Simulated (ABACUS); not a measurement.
Crystal: InP.

```
CELL_PARAMETERS angstrom
0.00000 2.93050 2.93050
2.93050 0.00000 2.93050
2.93050 2.93050 0.00000
ATOMIC_POSITIONS crystal
In 0.00000 0.00000 0.00000
P 0.75000 0.75000 0.75000
```

```yaml
Program: ABACUS 3.10.1
Task: relaxation of cell and atoms
Functional: M06-L
Potentials_or_basis: SG15 ONCV 1.2 PBE
Cutoff: 1116 eV
Density_cutoff: 4463 eV
Basis: plane waves
k_mesh: 5 × 5 × 5
Occupations: fermi-dirac, width 0.05 eV
Spin: no spin polarisation
```

At the start: pressure 2.4 GPa; volume 25.17 Å³/atom.

Question: Where does the relaxation end?

Answer: Over 3 steps the energy falls by 6.3 meV/atom and the volume is 26.05 Å³/atom (+3.5 %); space group F-43m (No. 216, to 0.05 Å).

Step by step:
```csv
step,energy change (eV),largest force (eV/Å),pressure (GPa),volume (Å³)
1,0.0000,0.0000,2.41,50.33
2,-0.0079,0.0000,-1.34,53.24
3,-0.0125,0.0000,0.00,52.10
```

Final structure:
```
CELL_PARAMETERS angstrom
0.00000 2.96434 2.96434
2.96434 0.00000 2.96434
2.96434 2.96434 0.00000
ATOMIC_POSITIONS crystal
In 0.00000 0.00000 0.00000
P 0.75000 0.75000 0.75000
```

Caveat: the potentials were made for another functional, which shifts forces and pressure.
